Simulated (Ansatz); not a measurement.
The system is MnO.

```
CELL_PARAMETERS angstrom
0.00000 2.22391 2.22391
2.22391 0.00000 2.22391
2.22391 2.22391 0.00000
ATOMIC_POSITIONS crystal
Mn 0.00000 0.00000 0.00000
O 0.50000 0.50000 0.50000
```

The cell is a database's computed one.

```yaml
Program: Ansatz 0.2.0
Task: single point
Functional: PBE
Potentials_or_basis: all-electron LAPW, scalar-relativistic
Cutoff: 324 eV (chosen from the basis error)
Basis_error_allowed: 0.001 eV/atom
k_mesh: 10 × 10 × 10
Occupations: fermi-dirac, width 0.05 eV
Spin: collinear spin, ferromagnetic start
Starting_moments: "[4.0, 0.0] μB"
```

On this cell: pressure 0.1 GPa; largest force zero by symmetry; net moment 4.79 μB per cell; site moments Mn +4.34; O +0.24 μB; band gap on the k mesh none (metal or under the smearing width).

The same run follows on a disturbed copy (atoms moved at random, drawn with an rms of 0.05 Å):

```
Mn O
1.0
     0.00000    2.22391    2.22391
     2.22391    0.00000    2.22391
     2.22391    2.22391    0.00000
Mn O
1 1
Direct
  0.98735 0.99248 0.01714
  0.50496 0.51195 0.49104
```

Task: What does the disturbed cell give?

Result: The energy (extrapolated to zero smearing) moves by +6.4 meV/atom; pressure 0.7 GPa; largest force 0.301 eV/Å; net moment 4.80 μB per cell; site moments Mn +4.29; O +0.23 μB; band gap on the k mesh none (metal or under the smearing width).

Forces in eV/Å, atoms in the order of the input:
```
Mn  -0.047 -0.061  0.291
O    0.047  0.061 -0.291
```

Stress tensor (GPa, compression positive):
```
 0.29 -0.01  0.06
-0.01  0.31  0.07
 0.06  0.07  1.44
```

Caveats: a cell with one magnetic atom can't hold antiferromagnetic order, which such compounds often take; semilocal functionals often make such compounds metallic where correlation or magnetic order opens a gap, which also shifts bond lengths.
